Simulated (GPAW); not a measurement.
**Fitting the LDA energy curve of Co**

Space group Fd-3m:1 (No. 227). a = 6.435 Å, b = 6.435 Å, c = 6.435 Å, α = 90.00°, β = 90.00°, γ = 90.00°
| atom | site | symmetry | x | y | z |
| --- | --- | --- | --- | --- | --- |
| Co | 16d | .-3m | 0.1250 | 0.6250 | 0.1250 |
| Co | 8a | -43m | 0.5000 | 0.0000 | 0.5000 |

This isn't the form of Co at room conditions, which is hcp.

The cell was scaled at fixed shape and fractions and run with GPAW, the program's PAW data sets (release 1.2.1) made for this functional, cutoff 600 eV; LDA, k mesh 6 × 6 × 6 on the cell of 6 atoms, fermi-dirac occupations of 0.05 eV, collinear spin, ferromagnetic start, no spin-orbit coupling. Energies are those that the program minimises, any entropy of the smearing included. For a metal such a mesh isn't converged to the digits shown. The magnetic state is the one that the start led to, which needn't be the lowest.

```tsv
V (Å³/atom)	energy over the lowest row (meV/atom)
10.4354	1.95
10.6575	0.00
10.8795	4.97
11.1015	15.97
11.3236	32.14
11.5456	?
11.7676	76.33
```

Q: Fit the third-order Birch-Murnaghan form, give V0, B0 and B′, and predict the energy left open.

A: With y = (V0/V)^(2/3), E = E0 + (9 V0 B0/16) [(y - 1)³ B′ + (y - 1)² (6 - 4y)]. Least squares through the rows shown give V0 = 10.6047 Å³/atom, E0 = -0.25 meV, B0 = 252.0 GPa (1 eV/Å³ = 160.218 GPa) and B′ = 6.72, with a largest miss of 0.05 meV. At V = 11.5456 the form with these constants gives 52.44 meV; the run gave 52.40 meV an atom.
